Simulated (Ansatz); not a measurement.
**BaTe: rattling a relaxed structure**

The cell was found from a structure generator's guess, not taken from experiment.

These are results of DFT PBE, scalar-relativistic, plane waves, PAW (Ansatz 0.2.0), not measurements. Plane waves to 420 eV, a k mesh through Γ of 6×6×6 on the computed 2-atom cell and Gaussian smearing (0.02 eV); no spin polarisation.

The cell below (2 atoms, space group P-6m2 (No. 187)) is relaxed within its symmetry.

```
Ba Te
1.0
     4.80790    0.00000    0.00000
    -2.40395    4.16376    0.00000
     0.00000    0.00000    4.40996
Ba Te
1 1
Direct
  0.33333 0.66667 0.00000
  0.66667 0.33333 0.50000
```

For the test a repeat of it with 4 atoms (edges 4.41, 4.81, 8.33 Å) was strained at random (σ = 1.5 % a component), the atoms were moved at random (σ = 0.15 Å), and all was relaxed again on a coarse 4×4×2 mesh (in the run’s order of axes) with 0.10 eV smearing, with no symmetry imposed.

Spin–orbit coupling, which can matter for Te, is left out.

Problem. Does it come back?

Solution. It returns, within 1 meV/atom of the unmoved cell on that mesh and with the same symmetry when read at 0.1 Å (P1 at 0.01 Å, so small strains and shifts remain). No instability shows in this cell; modes of other wave vectors, which need another repeat, aren't tested.
